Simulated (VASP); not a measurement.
# CoO (P3m1) in VASP: a series of runs, part 2 of 3

VASP 6.6.1.

## 4. Single point, PBE, collinear spin, ferromagnetic start

Input file INCAR:

```
ADDGRID = F ; ALGO = Normal
EDIFF = 1E-6 ; ENCUT = 450
GGA = PE ; ISIF = 2
ISMEAR = 0 ; ISPIN = 2
LASPH = T ; LCHARG = F
LMAXMIX = 4 ; LORBIT = 11
LREAL = F ; LWAVE = F
MAGMOM = 2 2 0 0 ; NELM = 100
PREC = Accurate ; SIGMA = 0.01
```

Input file KPOINTS:

```
k-points
0
Gamma
  4 4 2
```

Input file POSCAR:

```
CoO
1.0
    3.1976457435      0.0000000000      0.0000000000
   -1.5988228718      2.7692424462      0.0000000000
    0.0000000000      0.0000000000      5.2287097100
Co O
2 2
Direct
    0.3333333333      0.6666666667      0.5033624100
    0.0000000000      0.0000000000      0.0034741400
    0.3333333333      0.6666666667      0.8715556000
    0.0000000000      0.0000000000      0.3716088500
```

Potentials or basis: VASP PAW PBE potentials, release 64 (Co, O).

Started as:

```console
> cat potpaw_PBE.64/Co/POTCAR potpaw_PBE.64/O/POTCAR > POTCAR
> mpirun -np 1 vasp_std > vasp.out
```

OUTCAR:

```text
EDIFF = 1E-6
   ENCUT = 450
   GGA = PE
   ISIF = 2
   ISMEAR = 0
   ISPIN = 2
   LASPH = T
   LORBIT = 11
   LREAL = F
   NELM = 100
   PREC = Accurate

 Found      8 irreducible k-points:

 Following reciprocal coordinates:
            Coordinates               Weight
  0.000000  0.000000  0.000000      1.000000
  0.250000  0.000000  0.000000      6.000000
  0.500000  0.000000  0.000000      3.000000
  0.250000  0.250000  0.000000      6.000000
  0.000000  0.000000  0.500000      1.000000
  0.250000  0.000000  0.500000      6.000000
   k-points           NKPTS =      8   k-points in BZ     NKDIM =      8   number of bands    NBANDS=     21
   number of dos      NEDOS =    301   number of ions     NIONS =      4
   total plane-waves  NPLWV =  20736
   dimension x,y,z NGX =    24 NGY =   24 NGZ =   36
   dimension x,y,z NGXF=    48 NGYF=   48 NGZF=   72
   ions per type =               2   2
   NGX,Y,Z   is equivalent  to a cutoff of  12.48, 12.48, 11.45 a.u.
   NGXF,Y,Z  is equivalent  to a cutoff of  24.96, 24.96, 22.89 a.u.
 SYSTEM =  unknown system
   PREC   = accura    normal or accurate (medium, high low for compatibility)
   ISTART =      0    job   : 0-new  1-cont  2-samecut
   ICHARG =      2    charge: 1-file 2-atom 10-const
   ISPIN  =      2    spin polarized calculation?
   LNONCOLLINEAR =      F non collinear calculations
   LSORBIT =      F    spin-orbit coupling
   LASPH  =      T    aspherical Exc in radial PAW
   ENCUT  =  450.0 eV  33.07 Ry    5.75 a.u.   5.53  5.53  9.04*2*pi/ulx,y,z
   NELM   =    100;   NELMIN=  2; NELMDL= -5     # of ELM steps
   EDIFF  = 0.1E-05   stopping-criterion for ELM
   LREAL  =      F    real-space projection
   EDIFFG = 0.1E-04   stopping-criterion for IOM
   NSW    =      0    number of steps for IOM
   IBRION =     -1    ionic relax: 0-MD 1-quasi-New 2-CG
   NFREE  =      0    steps in history (QN), initial steepest desc. (CG)
   ISIF   =      2    stress and relaxation
   ISYM   =      2    0-nonsym 1-usesym 2-fastsym
   POTIM  = 0.5000    time-step for ionic-motion
   TEBEG  =    0.0;   TEEND  =   0.0 temperature during run
   PSTRESS=    0.0 pullay stress
   NELECT =      30.0000    total number of electrons
   NUPDOWN=      -1.0000    fix difference up-down
   EMIN   =  10.00;   EMAX   =-10.00  energy-range for DOS
   EFERMI =   0.00;   METHOD = LEGACY
[... 40 lines left out ...]
 Fermi energy:         6.1068223062

 spin component 1

 k-point     1 :       0.0000    0.0000    0.0000
  band No.  band energies     occupation
      1     -13.9599      1.00000
      2     -13.3275      1.00000
      3      -0.9992      1.00000
      4      -0.2190      1.00000
      5      -0.0579      1.00000
      6      -0.0579      1.00000
[... 133 lines left out ...]
     20       9.9360      0.00000
     21      15.6501      0.00000

 [... further k-points ...]

 spin component 2

 k-point     1 :       0.0000    0.0000    0.0000
  band No.  band energies     occupation
      1     -13.4048      1.00000
      2     -12.7409      1.00000
      3      -0.4532      1.00000
      4       1.0827      1.00000
      5       1.2499      1.00000
      6       1.2499      1.00000
[... 133 lines left out ...]
     20      10.7511      0.00000
     21      16.4730      0.00000

 [... further k-points ...]

------------------------ aborting loop because EDIFF is reached ----------------------------------------

  FORCE on cell =-STRESS in cart. coord.  units (eV):
  Direction    XX          YY          ZZ          XY          YZ          ZX
  --------------------------------------------------------------------------------------
  -------------------------------------------------------------------------------------
  Total        0.0633210      0.0633210      0.5115048     -0.0000000      0.0000000     -0.0000000
  in kB        2.1911531      2.1911531     17.7000465     -0.0000000      0.0000000     -0.0000000
  external PRESSURE =       7.3607843 kB  Pullay stress =       0.0000000 kB

 VOLUME and BASIS-vectors are now :
 -----------------------------------------------------------------------------
  energy-cutoff  :      450.00
  volume of cell :       46.30
      direct lattice vectors                 reciprocal lattice vectors
     3.197645743  0.000000000  0.000000000     0.312730077  0.180554794  0.000000000
    -1.598822872  2.769242446  0.000000000     0.000000000  0.361109588  0.000000000
     0.000000000  0.000000000  5.228709710     0.000000000  0.000000000  0.191251773

 POSITION                                       TOTAL-FORCE (eV/Angst)
 -----------------------------------------------------------------------------------
     -0.00000      1.84616      2.63194         0.000000      0.000000     -0.245463
      0.00000      0.00000      0.01817         0.000000      0.000000     -0.252209
     -0.00000      1.84616      4.55711        -0.000000     -0.000000      0.249116
      0.00000      0.00000      1.94303         0.000000      0.000000      0.248555
 -----------------------------------------------------------------------------------
    total drift:                               -0.000000     -0.000001     -0.001831

  FREE ENERGIE OF THE ION-ELECTRON SYSTEM (eV)
  ---------------------------------------------------
  free  energy   TOTEN  =       -26.6003969715 eV

  energy  without entropy=      -26.5999038890  energy(sigma->0) =      -26.60015043

 total charge

# of ion       s       p       d       tot
------------------------------------------
    1        0.348   0.436   7.188   7.972
    2        0.348   0.436   7.187   7.972
    3        1.560   3.451   0.000   5.012
    4        1.560   3.452   0.000   5.012
--------------------------------------------------
tot          3.817   7.775  14.376  25.967

 magnetization (x)

# of ion       s       p       d       tot
------------------------------------------
    1        0.018   0.059   2.425   2.502
    2        0.018   0.059   2.426   2.502
    3        0.022   0.290   0.000   0.312
    4        0.022   0.290   0.000   0.312
--------------------------------------------------
tot          0.079   0.698   4.851   5.629
```

OSZICAR:

```text
N       E                     dE             d eps       ncg     rms          rms(c)
DAV:   1     0.240763071099E+03    0.24076E+03   -0.13000E+04   672   0.150E+03
DAV:   2    -0.236195519034E+01   -0.24313E+03   -0.22539E+03   692   0.349E+02
DAV:   3    -0.311115865335E+02   -0.28750E+02   -0.27262E+02   777   0.138E+02
DAV:   4    -0.319774559282E+02   -0.86587E+00   -0.86327E+00   707   0.270E+01
DAV:   5    -0.320053907223E+02   -0.27935E-01   -0.27927E-01   902   0.428E+00    0.247E+01
DAV:   6    -0.303115050999E+02    0.16939E+01   -0.62760E+01   919   0.117E+02    0.312E+01
DAV:   7    -0.263507032796E+02    0.39608E+01   -0.15926E+01   860   0.947E+01    0.110E+01
DAV:   8    -0.267000119437E+02   -0.34931E+00   -0.33926E+00   880   0.160E+01    0.767E+00
DAV:   9    -0.273925364052E+02   -0.69252E+00   -0.95313E+00  1034   0.412E+01    0.155E+01
DAV:  10    -0.265780648458E+02    0.81447E+00   -0.73880E+00   995   0.303E+01    0.252E+00
DAV:  11    -0.266095359486E+02   -0.31471E-01   -0.14793E-01   808   0.467E+00    0.141E+00
DAV:  12    -0.265991710809E+02    0.10365E-01   -0.67012E-02  1060   0.340E+00    0.358E-01
DAV:  13    -0.266003344645E+02   -0.11634E-02   -0.10382E-02   960   0.125E+00    0.225E-01
DAV:  14    -0.266003169939E+02    0.17471E-04   -0.10797E-03   771   0.355E-01    0.171E-01
DAV:  15    -0.266003476878E+02   -0.30694E-04   -0.31987E-04   981   0.206E-01    0.897E-02
DAV:  16    -0.266003901542E+02   -0.42466E-04   -0.15075E-04  1062   0.153E-01    0.395E-02
DAV:  17    -0.266003962952E+02   -0.61411E-05   -0.43995E-05   938   0.850E-02    0.138E-02
DAV:  18    -0.266003969715E+02   -0.67625E-06   -0.48312E-06   670   0.294E-02
   1 F= -.26600397E+02 E0= -.26600150E+02  d E =-.493082E-03  mag=     5.8751
```

Run time: 32 s. Hardware: 1 thread of Intel Xeon Platinum 8375C at 2.90GHz (Ice Lake), shared host; peak memory 0.17 GiB.

The run converged, but some of its settings lie outside the range that counts as converged, so its numbers aren't taken as properties of the crystal.

Results:

```
Free energy                                           : -26.6004 eV
Largest force                                         : 0.252 eV/Å
Band gap on the k mesh                                : none (metal or under the smearing width)
Net moment                                            : 5.87 μB per cell
Site moments                                          : Co +2.50; O +0.31 μB
Valence electrons inside the program's atomic spheres : Co 7.97; O 5.01
```

Caveat: the k mesh is coarse (spacing up to 0.60 Å⁻¹), so the values aren't converged; the cutoff is under 1.25 times the usual one of these potentials, so pressure, stress and relaxed cells hold a basis-set (Pulay) error; semilocal functionals often make such compounds metallic where correlation or magnetic order opens a gap, which also shifts bond lengths.

## 5. Single point, PBE, collinear spin, ferromagnetic start

Changes to INCAR since step 4:

```diff
@@ -8,2 +8,2 @@
 MAGMOM = 2 2 0 0 ; NELM = 100
-PREC = Accurate ; SIGMA = 0.01
+PREC = Low ; SIGMA = 0.05
```

KPOINTS is that of step 4.

POSCAR is that of step 4.

Started as:

```console
> cat potpaw_PBE.64/Co/POTCAR potpaw_PBE.64/O/POTCAR > POTCAR
> mpirun -np 1 vasp_std > vasp.out
```

Run time: 22 s. Hardware: 1 thread of Intel Xeon Platinum 8375C at 2.90GHz (Ice Lake), shared host; peak memory 0.12 GiB.

These settings aren't checked as converged: the numbers below hold their error.

Results:

| Quantity | Value |
| --- | --- |
| Free energy | -26.6077 eV |
| Largest force | 0.256 eV/Å |
| Band gap on the k mesh | none (metal or under the smearing width) |
| Net moment | 5.87 μB per cell |
| Site moments | Co +2.50; O +0.31 μB |
| Valence electrons inside the program's atomic spheres | Co 7.97; O 5.01 |

Caveat: the k mesh is coarse (spacing up to 0.60 Å⁻¹), so the values aren't converged; the cutoff is under 1.25 times the usual one of these potentials, so pressure, stress and relaxed cells hold a basis-set (Pulay) error; semilocal functionals often make such compounds metallic where correlation or magnetic order opens a gap, which also shifts bond lengths.

[end of part 2 of 3]
